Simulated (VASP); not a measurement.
InP: relaxation of cell and atoms with PBE

InP:

```
In P
1.0
     0.00000    2.97915    2.97915
     2.97915    0.00000    2.97915
     2.97915    2.97915    0.00000
In P
1 1
Direct
  0.00000 0.00000 0.00000
  0.25000 0.25000 0.25000
```

```
Program                : VASP 6.6.1
Task                   : relaxation of cell and atoms
Functional             : PBE
Potentials or basis    : VASP PAW PBE potentials, release 64 (In_d, P)
Cutoff                 : 600 eV
k mesh                 : 8 × 8 × 8
Occupations            : gaussian, width 0.03 eV
Spin                   : no spin polarisation
Further INCAR settings : ALGO = Normal; EDIFF = 1e-07; IBRION = 2; EDIFFG = -0.005; NSW = 90; ISIF = 3
```

```yaml
Pressure_after_relaxing: 0.0 GPa
Band_gap_on_the_k_mesh: 0.44 eV, direct
```

Final structure:
```
CELL_PARAMETERS angstrom
0.00000 2.97915 2.97915
2.97915 0.00000 2.97915
2.97915 2.97915 0.00000
ATOMIC_POSITIONS crystal
In 0.00000 0.00000 0.00000
P 0.25000 0.25000 0.25000
```

Levels at points of the mesh, in eV from the valence-band top:
| k point | band 6 | band 7 | band 8 | band 9 | band 10 | band 11 | band 12 | band 13 |
| --- | --- | --- | --- | --- | --- | --- | --- | --- |
| (0.00, 0.00, 0.00) | -11.19 | 0.00 | 0.00 | 0.00 | 0.44 | 4.09 | 4.09 | 4.09 |
| (0.50, 0.00, 0.00) | -9.62 | -5.48 | -0.90 | -0.90 | 1.38 | 4.80 | 4.80 | 6.99 |
| (0.50, 0.50, 0.00) | -9.03 | -5.54 | -2.16 | -2.16 | 1.84 | 2.26 | 8.91 | 9.26 |

It took 13 s on 1 thread of Intel(R) Xeon(R) 6975P-C (Granite Rapids), on a shared host, peak memory 0.21 GiB.

Caveat: the relaxation stopped at its first step, so nothing moved; spin-orbit coupling is left out, which moves the levels of the heavy elements. As with any semilocal functional, this PBE gap is likely too small.
